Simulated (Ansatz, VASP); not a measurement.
This is a calculation of SrO for Ansatz 0.2.0.

The input input.yaml:

```yaml
crystal:
  lattice:
    - [0.0, 2.5832958595, 2.5832958595]
    - [2.5832958595, 0.0, 2.5832958595]
    - [2.5832958595, 2.5832958595, 0.0]
  atoms:
    - { symbol: Sr, position: [0.5, 0.5, 0.5] }
    - { symbol: O, position: [0.0, 0.0, 0.0] }
hamiltonian:
  xc: pbe
  pseudopotentials: { kind: paw }
kpoints:
  mp_grid: { grid: [9, 9, 9] }
scf:
  occupations: { method: fermi_dirac, width: 0.05 }
output:
  forces: true
  stress: true
  eigenvalues: true
```

Potentials or basis: Ansatz PAW.

Run with:

```sh
$ ansatz run input.yaml --threads 1 --pin off --max-ram 3584MiB --backend cpu --events-out ev --progress --plain --runs-dir out
```

**Question.** Translate it to VASP 6.6.1. Potentials there: VASP PAW PBE potentials, release 64 (Sr_sv, O).

**Answer.** As run (the cutoff follows the program's own potentials):

INCAR

```
SYSTEM = SrO
ALGO = Normal ; EDIFF = 1E-7
ENCUT = 520 ; GGA = PE
ISIF = 2 ; ISMEAR = -1
LASPH = .TRUE. ; LCHARG = .FALSE.
LREAL = .FALSE. ; LWAVE = .FALSE.
NBANDS = 15 ; NELM = 60
PREC = Accurate ; SIGMA = 0.05
```

Contents of KPOINTS:

```
k-points
0
G
  9 9 9
  0 0 0
```

The input POSCAR:

```
SrO
1.0
    0.0000000000      2.5832958595      2.5832958595
    2.5832958595      0.0000000000      2.5832958595
    2.5832958595      2.5832958595      0.0000000000
Sr O
1 1
Direct
    0.5000000000      0.5000000000      0.5000000000
    0.0000000000      0.0000000000      0.0000000000
```

Potentials or basis: VASP PAW PBE potentials, release 64 (Sr_sv, O).

Command:

```sh
$ cat potpaw_PBE.64/Sr_sv/POTCAR potpaw_PBE.64/O/POTCAR > POTCAR
$ mpirun -np 1 vasp_std > vasp.out
```

Both were run:

|  | VASP | Ansatz | Ansatz less VASP |
| --- | --- | --- | --- |
| gap on the k mesh at the Fermi level (eV) | 3.33 | 3.38 | +0.046 |
| least direct gap on the mesh (eV) | 3.43 | 3.47 | +0.037 |
| pressure (GPa) | 2.0 | 1.4 | -0.54 |

Caveats: an odd mesh through Γ misses points on the zone boundary, where band edges often lie (VASP); odd divisions of the mesh miss points on the zone boundary, where band edges often lie, so the gap on the mesh can be too wide (Ansatz); the pressure holds a Pulay correction of +0.4 GPa for the finite cutoff (Ansatz).
